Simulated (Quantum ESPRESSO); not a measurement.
# Sr (Fm-3m) in Quantum ESPRESSO: a series of runs

Runs on Sr. Level: PBE. Tasks: phonons.

Everything below comes from runs of Quantum ESPRESSO 7.5. Logs are shortened: lines on timing, memory, paths and dates and some standing lists are left out, and cuts for length are marked.

## (1) The structure

It takes space group Fm-3m (No. 225, cubic). The conventional cell has a = 6.085 Å, b = 6.085 Å, c = 6.085 Å, α = 90.00°, β = 90.00°, γ = 90.00°. Sr (site symmetry m-3m) has 12 Sr at 4.30 Å as nearest neighbours.

## (2) Phonons, PBE

Contents of pw.in:

```
&CONTROL
  calculation = 'scf'
  prefix = 'pwscf'
  outdir = './tmp'
  pseudo_dir = './pseudo'
  tprnfor = .true.
  tstress = .true.
  disk_io = 'low'
/
&SYSTEM
  ibrav = 0
  nat = 1
  ntyp = 1
  ecutwfc = 68
  nbnd = 10
  occupations = 'smearing'
  smearing = 'mv'
  degauss = 0.01469973
/
&ELECTRONS
  conv_thr = 2d-10
  electron_maxstep = 120
  mixing_beta = 0.5
/
ATOMIC_SPECIES
Sr    87.6200 Sr.upf
CELL_PARAMETERS angstrom
   0.0000000000    3.0423500000    3.0423500000
   3.0423500000    0.0000000000    3.0423500000
   3.0423500000    3.0423500000    0.0000000000
ATOMIC_POSITIONS crystal
Sr     0.0000000000    0.0000000000    0.0000000000
K_POINTS automatic
8 8 8 0 0 0
```

Contents of relax.in:

```
&CONTROL
  calculation = 'vc-relax'
  prefix = 'pwscf'
  outdir = './tmp'
  pseudo_dir = './pseudo'
  tprnfor = .true.
  tstress = .true.
  disk_io = 'low'
  nstep = 40
  forc_conv_thr = 0.0001
  etot_conv_thr = 1d-06
/
&SYSTEM
  ibrav = 0
  nat = 1
  ntyp = 1
  ecutwfc = 68
  nbnd = 10
  occupations = 'smearing'
  smearing = 'mv'
  degauss = 0.01469973
/
&ELECTRONS
  conv_thr = 2d-10
  electron_maxstep = 120
  mixing_beta = 0.5
/
&IONS
  ion_dynamics = 'bfgs'
/
&CELL
  cell_dynamics = 'bfgs'
  press = 0
  press_conv_thr = 0.2
/
ATOMIC_SPECIES
Sr    87.6200 Sr.upf
CELL_PARAMETERS angstrom
   0.0000000000    3.0423500000    3.0423500000
   3.0423500000    0.0000000000    3.0423500000
   3.0423500000    3.0423500000    0.0000000000
ATOMIC_POSITIONS crystal
Sr     0.0000000000    0.0000000000    0.0000000000
K_POINTS automatic
8 8 8 0 0 0
```

Contents of scf2.in:

```
&CONTROL
  calculation = 'scf'
  prefix = 'pwscf'
  outdir = './tmp'
  pseudo_dir = './pseudo'
  tprnfor = .true.
  tstress = .true.
  disk_io = 'low'
/
&SYSTEM
  ibrav = 0
  nat = 1
  ntyp = 1
  ecutwfc = 68
  nbnd = 10
  occupations = 'smearing'
  smearing = 'mv'
  degauss = 0.01469973
/
&ELECTRONS
  conv_thr = 1d-13
  electron_maxstep = 120
  mixing_beta = 0.5
  startingpot = 'file'
  startingwfc = 'file'
/
ATOMIC_SPECIES
Sr    87.6200 Sr.upf
CELL_PARAMETERS angstrom
   0.0000000000    3.0138916328    3.0138916328
   3.0138916328    0.0000000000    3.0138916328
   3.0138916328    3.0138916328    0.0000000000
ATOMIC_POSITIONS crystal
Sr     0.0000000000    0.0000000000    0.0000000000
K_POINTS automatic
8 8 8 0 0 0
```

Contents of ph.in:

```
phonons of Sr
&INPUTPH
  prefix = 'pwscf'
  outdir = './tmp'
  tr2_ph = 1d-18
  fildyn = 'dyn'
  niter_ph = 90
  alpha_mix(1) = 0.4
/
0.5303300859 0.5303300859 0.0000000000
```

Potentials or basis: PseudoDojo 0.4.1 SR PBE standard.

On the command line:

```
$ OMP_NUM_THREADS=1 mpirun -n 4 pw.x -nk 4 -in pw.in > pw.out
$ OMP_NUM_THREADS=1 mpirun -n 4 pw.x -nk 4 -in relax.in > relax.out
$ OMP_NUM_THREADS=1 mpirun -n 4 pw.x -nk 4 -in scf2.in > scf2.out
$ OMP_NUM_THREADS=1 mpirun -n 4 ph.x -nk 4 -in ph.in > ph.out
```

pw.out:

```text
This program is part of the open-source Quantum ESPRESSO suite
     for quantum simulation of materials; please cite
[... 6 lines left out ...]
     using ibrav=0 with symmetry is DISCOURAGED, use correct ibrav instead

     K-points division:     npool     =       4
     Subspace diagonalization in iterative solution of the eigenvalue problem:
     a serial algorithm will be used

     G-vector sticks info
     --------------------
     sticks:   dense  smooth     PW     G-vecs:    dense   smooth      PW
     Sum        1237    1237    367                28763    28763    4621

     Using Slab Decomposition

     bravais-lattice index     =            0
     lattice parameter (alat)  =       8.1306  a.u.
     unit-cell volume          =     380.0617 (a.u.)^3
     number of atoms/cell      =            1
     number of atomic types    =            1
     number of electrons       =        10.00
     number of Kohn-Sham states=           10
     kinetic-energy cutoff     =      68.0000  Ry
     charge density cutoff     =     272.0000  Ry
     scf convergence threshold =      2.0E-10
     mixing beta               =       0.5000
     number of iterations used =            8  plain     mixing
     Exchange-correlation= PBE
                           (   1   4   3   4   0   0   0)

     celldm(1)=   8.130608  celldm(2)=   0.000000  celldm(3)=   0.000000
     celldm(4)=   0.000000  celldm(5)=   0.000000  celldm(6)=   0.000000

[... 8 lines left out ...]
               b(3) = (  0.707107  0.707107 -0.707107 )

     PseudoPot. # 1 for Sr read from file:
     Sr.upf
     Pseudo is Norm-conserving + core correction, Zval = 10.0
     Generated using ONCVPSP code by D. R. Hamann
     Using radial grid of 1834 points,  6 beta functions with:
                l(1) =   0
                l(2) =   0
                l(3) =   1
                l(4) =   1
                l(5) =   2
                l(6) =   2

     atomic species   valence    mass     pseudopotential
     Sr               10.00    87.62000     Sr( 1.00)

     48 Sym. Ops., with inversion, found

   Cartesian axes

     site n.     atom                  positions (alat units)
         1        Sr     tau(   1) = (   0.0000000   0.0000000   0.0000000  )

     number of k points=    29  Marzari-Vanderbilt smearing, width (Ry)=  0.0147
                       cart. coord. in units 2pi/alat
        k(    1) = (   0.0000000   0.0000000   0.0000000), wk =   0.0039062
        k(    2) = (   0.0883883   0.0883883  -0.0883883), wk =   0.0312500
        k(    3) = (   0.1767767   0.1767767  -0.1767767), wk =   0.0312500
        k(    4) = (   0.2651650   0.2651650  -0.2651650), wk =   0.0312500
        k(    5) = (  -0.3535534  -0.3535534   0.3535534), wk =   0.0156250
        k(    6) = (   0.1767767   0.0000000   0.0000000), wk =   0.0234375
[... 21 lines left out ...]
        k(   28) = (  -0.7071068   0.1767767  -0.0000000), wk =   0.0468750
        k(   29) = (  -0.7071068   0.3535534   0.0000000), wk =   0.0234375

     Dense  grid:    28763 G-vectors     FFT dimensions: (  45,  45,  45)

     Initial potential from superposition of free atoms

     starting charge       9.9917, renormalised to      10.0000
     Starting wfcs are    5 randomized atomic wfcs +    5 random wfcs

     Self-consistent Calculation

     iteration #  1     ecut=    68.00 Ry     beta= 0.50
     Davidson diagonalization with overlap
     ethr =  1.00E-02,  avg # of iterations =  8.1

     Threshold (ethr) on eigenvalues was too large:
     Diagonalizing with lowered threshold

     Davidson diagonalization with overlap
     ethr =  1.42E-05,  avg # of iterations =  9.4

     total energy              =     -68.46724234 Ry
     estimated scf accuracy    <       0.00124950 Ry

     iteration #  2     ecut=    68.00 Ry     beta= 0.50
     Davidson diagonalization with overlap
     ethr =  1.25E-05,  avg # of iterations =  1.0

     total energy              =     -68.46738392 Ry
     estimated scf accuracy    <       0.00031350 Ry

     iteration #  3     ecut=    68.00 Ry     beta= 0.50
     Davidson diagonalization with overlap
     ethr =  3.13E-06,  avg # of iterations =  2.4

     total energy              =     -68.46739801 Ry
     estimated scf accuracy    <       0.00000367 Ry

     iteration #  4     ecut=    68.00 Ry     beta= 0.50
     Davidson diagonalization with overlap
     ethr =  3.67E-08,  avg # of iterations =  3.9

     total energy              =     -68.46739954 Ry
     estimated scf accuracy    <       0.00000012 Ry

     iteration #  5     ecut=    68.00 Ry     beta= 0.50
     Davidson diagonalization with overlap
     ethr =  1.19E-09,  avg # of iterations =  2.3

     total energy              =     -68.46739957 Ry
     estimated scf accuracy    <       0.00000004 Ry

     iteration #  6     ecut=    68.00 Ry     beta= 0.50
     Davidson diagonalization with overlap
     ethr =  4.26E-10,  avg # of iterations =  1.1

     End of self-consistent calculation

          k = 0.0000 0.0000 0.0000 (  3647 PWs)   bands (ev):

   -31.6821 -13.5708 -13.5708 -13.5708   1.3575   7.2943   7.2943   7.2943
     8.7250   8.7250

          k = 0.0884 0.0884-0.0884 (  3605 PWs)   bands (ev):

   -31.6803 -13.5977 -13.5744 -13.5744   1.6010   6.9341   7.3975   7.3975
     8.5951   8.5951

          k = 0.1768 0.1768-0.1768 (  3602 PWs)   bands (ev):

   -31.6759 -13.6618 -13.5832 -13.5832   2.2796   6.2212   7.4405   7.4405
     8.6723   8.6723

          k = 0.2652 0.2652-0.2652 (  3609 PWs)   bands (ev):

   -31.6715 -13.7246 -13.5920 -13.5920   3.2158   5.4917   7.2425   7.2425
     9.2961   9.2962

          k =-0.3536-0.3536 0.3536 (  3600 PWs)   bands (ev):

   -31.6697 -13.7503 -13.5956 -13.5956   3.8614   4.9972   7.1402   7.1402
     9.7389   9.7389

          k = 0.1768 0.0000 0.0000 (  3615 PWs)   bands (ev):

   -31.6797 -13.5969 -13.5804 -13.5804   1.6816   6.8534   7.4510   7.4510
     8.1761   8.8506

          k = 0.2652 0.0884-0.0884 (  3609 PWs)   bands (ev):

   -31.6761 -13.6443 -13.5909 -13.5882   2.2158   6.3438   7.3611   7.5880
     8.0754   8.9939

          k = 0.3536 0.1768-0.1768 (  3596 PWs)   bands (ev):

   -31.6718 -13.7040 -13.6002 -13.5996   3.0851   5.7107   6.9567   7.4886
     8.7530   9.4656

          k =-0.2652-0.4419 0.4419 (  3602 PWs)   bands (ev):

   -31.6691 -13.7392 -13.6115 -13.6016   3.9770   5.0690   6.7953   7.3375
     9.5401   9.7627

          k =-0.1768-0.3536 0.3536 (  3609 PWs)   bands (ev):

   -31.6697 -13.7308 -13.6151 -13.5956   3.7205   5.2884   6.7951   7.3581
     9.1791   9.8910

          k =-0.0884-0.2652 0.2652 (  3605 PWs)   bands (ev):

   -31.6732 -13.6844 -13.6077 -13.5852   2.7721   5.9685   6.9973   7.5919
     8.3639   9.3842

          k = 0.0000-0.1768 0.1768 (  3601 PWs)   bands (ev):

   -31.6776 -13.6291 -13.5909 -13.5764   1.9910   6.5499   7.3164   7.6282
     8.1585   8.8497

          k = 0.3536 0.0000 0.0000 (  3591 PWs)   bands (ev):

   -31.6738 -13.6581 -13.6037 -13.6037   2.5762   6.0929   7.0657   7.9442
     7.9442   9.1820

          k = 0.4419 0.0884-0.0884 (  3589 PWs)   bands (ev):

   -31.6703 -13.6961 -13.6193 -13.6141   3.2878   5.7372   6.5051   8.0807
     8.5296   9.5518

          k =-0.1768-0.5303 0.5303 (  3595 PWs)   bands (ev):

   -31.6677 -13.7196 -13.6423 -13.6161   4.1966   5.2826   6.2136   7.9123
     9.1342   9.8272

          k =-0.0884-0.4419 0.4419 (  3597 PWs)   bands (ev):

   -31.6674 -13.7147 -13.6599 -13.6085   4.5146   5.1752   6.0598   7.7739
     9.2294   9.2390

          k = 0.0000-0.3536 0.3536 (  3599 PWs)   bands (ev):

   -31.6697 -13.6996 -13.6463 -13.5957   3.6045   5.8069   6.1933   7.7504
     8.5195   9.9520

          k = 0.5303-0.0000 0.0000 (  3599 PWs)   bands (ev):

   -31.6680 -13.7165 -13.6269 -13.6269   3.7376   5.5353   6.2098   8.8152
     8.8152   9.5655

          k =-0.0884-0.6187 0.6187 (  3591 PWs)   bands (ev):

   -31.6662 -13.7279 -13.6444 -13.6305   4.3257   5.3931   5.9531   8.8109
     9.2549   9.9035

          k = 0.0000-0.5303 0.5303 (  3580 PWs)   bands (ev):

   -31.6660 -13.7107 -13.6748 -13.6229   4.8900   5.2031   5.7717   8.3326
     8.7234   9.5570

          k =-0.7071 0.0000 0.0000 (  3572 PWs)   bands (ev):

   -31.6656 -13.7399 -13.6365 -13.6365   4.3555   5.3384   5.9591   9.7452
    10.0338  10.1238

          k = 0.3536 0.1768 0.0000 (  3598 PWs)   bands (ev):

   -31.6726 -13.6774 -13.6162 -13.5944   2.8505   5.9965   6.7854   7.9131
     8.1043   9.4493

          k =-0.2652-0.4419 0.6187 (  3594 PWs)   bands (ev):

   -31.6691 -13.7112 -13.6361 -13.6049   3.7574   5.5449   6.3436   7.7085
     8.8188   9.9571

          k =-0.1768-0.3536 0.5303 (  3600 PWs)   bands (ev):

   -31.6676 -13.7257 -13.6424 -13.6105   4.5168   4.9719   6.3032   7.5845
     9.2047   9.9793

          k =-0.1768-0.5303 0.7071 (  3603 PWs)   bands (ev):

   -31.6677 -13.7130 -13.6414 -13.6231   3.9954   5.5604   6.0511   8.2020
     8.9297   9.9894

          k =-0.0884-0.4419 0.6187 (  3600 PWs)   bands (ev):

   -31.6662 -13.7093 -13.6677 -13.6272   4.7933   5.2865   5.8343   7.7189
     9.2368  10.0437

          k = 0.0000-0.3536 0.5303 (  3589 PWs)   bands (ev):

   -31.6668 -13.6996 -13.6762 -13.6180   4.6080   5.5695   5.6480   7.7056
     9.1931   9.4110

          k =-0.7071 0.1768-0.0000 (  3596 PWs)   bands (ev):

   -31.6656 -13.7249 -13.6518 -13.6373   4.6352   5.4011   5.8332   8.1619
    10.0376  10.1703

          k =-0.7071 0.3536 0.0000 (  3636 PWs)   bands (ev):

   -31.6656 -13.6885 -13.6885 -13.6381   5.0503   5.5869   5.5869   7.1549
    10.0384  10.1944

     the Fermi energy is     4.9376 ev

!    total energy              =     -68.46739957 Ry
     estimated scf accuracy    <          5.8E-11 Ry
     smearing contrib. (-TS)   =       0.00000396 Ry
     internal energy E=F+TS    =     -68.46740353 Ry

     The total energy is F=E-TS. E is the sum of the following terms:
     one-electron contribution =     -26.00162908 Ry
     hartree contribution      =      14.02576106 Ry
     xc contribution           =     -16.61767936 Ry
     ewald contribution        =     -39.87385614 Ry

     convergence has been achieved in   6 iterations

     Forces acting on atoms (cartesian axes, Ry/au):

     atom    1 type  1   force =     0.00000000    0.00000000    0.00000000

     Total force =     0.000000     Total SCF correction =     0.000000

     Computing stress (Cartesian axis) and pressure

          total   stress  (Ry/bohr**3)                   (kbar)     P=       -3.19
  -0.00002166  -0.00000000  -0.00000000           -3.19       -0.00       -0.00
  -0.00000000  -0.00002166   0.00000000           -0.00       -3.19        0.00
   0.00000000   0.00000000  -0.00002166            0.00        0.00       -3.19

=------------------------------------------------------------------------------=
   JOB DONE.
=------------------------------------------------------------------------------=
```

Wall time 2.2 min (4 MPI ranks of Intel Xeon 6975P-C (Granite Rapids), shared host); peak memory 0.36 GiB.

Results:

* Free energy: -931.5480 eV
* Relaxed volume: 54.75 Å³/atom
* Relaxed cell: a = 4.262 Å, b = 4.262 Å, c = 4.262 Å, α = 60.00°, β = 60.00°, γ = 60.00°
* Space group after relaxing (to 0.05 Å): Fm-3m (No. 225)
* Pressure after relaxing: 0.0 GPa
* Band gap on the k mesh: none (metal or under the smearing width)
* Highest phonon frequency at the q point run: 96 cm⁻¹

Step by step:
| step | energy change (eV) | largest force (eV/Å) | pressure (GPa) | volume (Å³) |
| --- | --- | --- | --- | --- |
| 1 | 0.0000 | 0.0000 | -0.32 | 56.32 |
| 2 | -0.0002 | 0.0000 | -0.30 | 56.23 |
| 3 | -0.0004 | 0.0000 | -0.28 | 56.09 |
| 4 | -0.0008 | 0.0000 | -0.23 | 55.89 |
| 5 | -0.0011 | 0.0000 | -0.17 | 55.58 |
| 6 | -0.0015 | 0.0000 | -0.08 | 55.12 |
| 7 | -0.0016 | 0.0000 | 0.00 | 54.75 |
| 8 | -0.0016 | 0.0000 | 0.00 | 54.75 |

Final structure:
```
Sr
1.0
     0.00000    3.01389    3.01389
     3.01389    0.00000    3.01389
     3.01389    3.01389    0.00000
Sr
1
Direct
  0.00000 0.00000 0.00000
```

Levels at points of the mesh, in eV from the Fermi level:
| k point | band 1 | band 2 | band 3 | band 4 | band 5 | band 6 | band 7 | band 8 | band 9 | band 10 |
| --- | --- | --- | --- | --- | --- | --- | --- | --- | --- | --- |
| (0.00, 0.00, 0.00) | -36.56 | -18.45 | -18.45 | -18.45 | -3.62 | 2.39 | 2.39 | 2.39 | 3.86 | 3.86 |
| (0.00, 0.00, -0.50) | -36.55 | -18.65 | -18.48 | -18.48 | -1.09 | 0.09 | 2.23 | 2.23 | 4.91 | 4.91 |
| (0.00, -0.50, -0.50) | -36.55 | -18.64 | -18.52 | -18.52 | -0.61 | 0.38 | 1.08 | 4.92 | 5.22 | 5.22 |

Phonon frequencies in cm⁻¹ (negative: imaginary):
| q point | frequencies |
| --- | --- |
| (0.375, 0.375, 0.750) | 68 82 96 |

Phonon modes at q = (0.375, 0.375, 0.750) in reciprocal lattice units:
```csv
mode,symmetry,cm⁻¹
1,B_1,68
2,A_1,82
3,B_2,96
```

(Part 1 of 3 ends here.)
